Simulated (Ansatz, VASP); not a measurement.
Two plane-wave programs on WS2

Contents of INCAR:

```
SYSTEM = WS2
  PREC = Accurate
  ENCUT = 600
  EDIFF = 1E-7
  ISMEAR = 0
  SIGMA = 0.1
  LREAL = .False.
  LASPH = .True.
  NELM = 60
  ALGO = Fast
  ISIF = 3
  LWAVE = .False.
  LCHARG = .False.
  GGA = PE
  IBRION = 2
  NSW = 90
  EDIFFG = -0.04
```

Contents of KPOINTS:

```
regular mesh
0
Gamma
  6 6 2
  0 0 0
```

File POSCAR:

```
WS2
1.0
    3.4062151400      0.0000000000      0.0000000000
    0.0000000000      3.4062151400      0.0000000000
    0.0000000000      0.0000000000     10.7572837200
W S
1 2
Direct
    0.5000000000      0.5000000000      0.5000000000
    0.5000000000      0.5000000000      0.9155235500
    0.5000000000      0.5000000000      0.0844764500
```

Input for Ansatz:

```yaml
crystal:
  lattice:
    - [3.40621514, 0.0, 0.0]
    - [0.0, 3.40621514, 0.0]
    - [0.0, 0.0, 10.75728372]
  atoms:
    - { symbol: W, position: [0.5, 0.5, 0.5] }
    - { symbol: S, position: [0.5, 0.5, 0.91552355] }
    - { symbol: S, position: [0.5, 0.5, 0.08447645] }
basis:
  ecutwfc: 420
kpoints:
  mp_grid: { grid: [6, 6, 2] }
hamiltonian:
  xc: pbe
scf:
  occupations: { method: gaussian, width: 0.1 }
  lower_state_search: "off"
output:
  forces: true
  stress: true
  eigenvalues: true
relax:
  adjacent_minimum: "off"
  f_tol: 0.04
  max_steps: 70
  cell: { stress_tol: 0.4 }
```

Alike in both runs: task relaxation of cell and atoms; functional PBE; k mesh 6 × 6 × 2; occupations gaussian, width 0.1 eV; no spin polarisation.

|  | VASP | Ansatz |
| --- | --- | --- |
| version | VASP 6.6.1 | Ansatz 0.2.0 |
| potentials or method | VASP PAW PBE potentials, release 64 (W_sv, S) | scalar-relativistic, plane waves, PAW |
| plane-wave cutoff (eV) | 600 | 420 |
| valence electrons in the cell | 26 | 26 |

```csv
,VASP,Ansatz,Ansatz less VASP
"gap on the k mesh at the Fermi level, each at its own relaxed structure (eV)",none,none,-
relaxed volume (Å³/atom),20.39,20.84,+0.454
relaxed cell length with the largest relative difference (Å),9.027,9.237,+0.2094
energy change over the relaxation (meV/atom),-2042,-2074,-32.2
```

A gap of «none» marks a metal or a gap that the smearing closes.

Caveats: the volume moved by over 15 % at a fixed basis, so the end points are rough; this functional lacks dispersion, which binds the layers, so the pressure and a relaxed spacing across them are unreliable. The runs have no spin-orbit coupling, so splittings on W are missing.
